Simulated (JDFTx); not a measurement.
# PbS (Galena) under changes of volume

One of the cells (26.086 Å³/atom); the others are scaled copies at fixed shape and fractional positions:

```
CELL_PARAMETERS angstrom
0.00000 2.96575 2.96575
2.96575 0.00000 2.96575
2.96575 2.96575 0.00000
ATOMIC_POSITIONS crystal
Pb 0.00000 0.00000 0.00000
S 0.50000 0.50000 0.50000
```

```yaml
Program: JDFTx 1.7.0 (patched build)
Functional: PBEsol
Potentials_or_basis: PseudoDojo-SR-PBEsol-0.4.1-standard with smoothed tails
Cutoff: 762 eV
Density_cutoff: 6095 eV
k_mesh: 8 × 8 × 8
Occupations: fermi-dirac, width 0.05 eV
Spin: no spin polarisation
```

```tsv
volume (Å³/atom)	energy over the lowest point (meV/atom)	pressure (GPa)	gap on the mesh (eV)
24.521	11.19	3.1	0.01
25.042	3.38	1.7	0.10
25.564	0.00	0.4	0.18
26.086	?	?	?
26.607	5.06	-1.9	0.33
27.129	12.75	-2.8	0.40
27.651	23.41	-3.7	0.46
```

What does the run at 26.086 Å³/atom give?

Energy over the lowest point 0.69 meV/atom; pressure -0.8 GPa; gap on the mesh 0.26 eV.

Worked out: A Birch-Murnaghan fit of order 3 (a polynomial in V^(-2/3)) to the other rows has its minimum at 25.73 Å³/atom with B0 = V·E''(V) = 59 GPa and B' = 4.0. It gives 0.71 meV/atom at 26.086 Å³/atom, against the run's 0.69, and -dE/dV = -0.8 GPa, against -0.8.

Energies are extrapolated to zero smearing.

Caveats: spin-orbit coupling is left out, which as a rule narrows the gap of such compounds by several tenths of an eV.

A mesh can miss the band edges.
